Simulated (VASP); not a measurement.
Set up this calculation in VASP 6.6.1, as the native input.

```
Task                   : single point
Functional             : PBE
Potentials or basis    : VASP PAW PBE potentials, release 64 (Sb, Ni)
Cutoff                 : 520 eV
k mesh                 : 8 × 8 × 5
Occupations            : fermi-dirac, width 0.05 eV
Spin                   : collinear spin, ferromagnetic start
Starting moments       : [0.0, 0.0, 1.0, 1.0] μB
Further INCAR settings : ALGO = Normal; EDIFF = 1e-07; NBANDS = 27
```

The structure of NiSb (Breithauptite) lies in POSCAR:

```
NiSb
1.0
    3.9280000000      0.0000000000      0.0000000000
   -1.9640000000      3.4017477861      0.0000000000
    0.0000000000      0.0000000000      5.1200000000
Sb Ni
2 2
Direct
    0.6666666667      0.3333333333      0.7500000000
    0.3333333333      0.6666666667      0.2500000000
    0.0000000000      0.0000000000      0.5000000000
    0.0000000000      0.0000000000      0.0000000000
```

The input as run:

INCAR

```
SYSTEM = NiSb
PREC = Accurate
ENCUT = 520
EDIFF = 1E-7
ISMEAR = -1
SIGMA = 0.05
LREAL = .FALSE.
LASPH = .TRUE.
NELM = 150
ALGO = Normal
ISIF = 2
LWAVE = .FALSE.
LCHARG = .FALSE.
ISPIN = 2
MAGMOM = 0 0 1 1
LORBIT = 11
LMAXMIX = 4
GGA = PE
NBANDS = 27
```

KPOINTS

```
regular mesh
0
G
  8 8 5
  0 0 0
```

Potentials or basis: VASP PAW PBE potentials, release 64 (Sb, Ni).

Command:

```console
$ cat potpaw_PBE.64/Sb/POTCAR potpaw_PBE.64/Ni/POTCAR > POTCAR
$ mpirun -np 1 vasp_std > vasp.out
```

It gave:

```json
{
  "Pressure": "3.6 GPa",
  "Band gap on the k mesh": "none (metal or under the smearing width)",
  "Net moment": "0.00 μB per cell",
  "Valence electrons inside the program's atomic spheres": "Sb 2.43; Ni 9.40"
}
```

Wall time 110 s on 1 thread of Intel(R) Xeon(R) Platinum 8488C (Sapphire Rapids), with other jobs on the host, peak memory 0.25 GiB.
